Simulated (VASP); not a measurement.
Here is a VASP 6.6.1 calculation.

The input INCAR:

```
SYSTEM = H
PREC = Accurate
ENCUT = 600
EDIFF = 1E-7
ISMEAR = 0
SIGMA = 0.05
LREAL = .False.
LASPH = .True.
NELM = 60
ALGO = Normal
ISIF = 3
LWAVE = .False.
LCHARG = .False.
GGA = PE
IBRION = 2
NSW = 40
EDIFFG = -0.005
```

KPOINTS

```
Automatic mesh
0
Gamma
  8 8 7
  0 0 0
```

The input POSCAR:

```
H
1.0
    0.0000000000     -3.3830689400      0.0000000000
   -3.3830689400      0.0000000000      0.0000000000
    0.0000000000      0.0000000000     -4.1169479800
H
4
Direct
    0.5032797000      0.5032677000      0.5898642900
    0.9967203000      0.9967323000      0.0904111300
    0.5054021100      0.4898592600      0.4143621400
    0.9945978900      0.0101407400      0.9053624400
```

Potentials or basis: VASP PAW PBE potentials, release 64 (H).

The run is started by

```sh
$ cat potpaw_PBE.64/H/POTCAR > POTCAR
$ mpirun -np 1 vasp_std > vasp.out
```

(1) Predict the band gap on the k mesh.

(2) What does it give for the relaxed cell?

(3) Predict the space group after relaxing (to 0.05 Å).

(4) Estimate the relaxed volume.

Answers

(1) 9.16 eV.

(2) a = 3.568 Å, b = 3.568 Å, c = 4.342 Å, α = 90.01°, β = 89.98°, γ = 90.01°.

(3) P2_1 (No. 4).

(4) 13.82 Å³/atom.

Caveat: the volume moved by over 15 % at a fixed basis, so the end points are rough; an odd mesh through Γ misses points on the zone boundary, where band edges often lie.
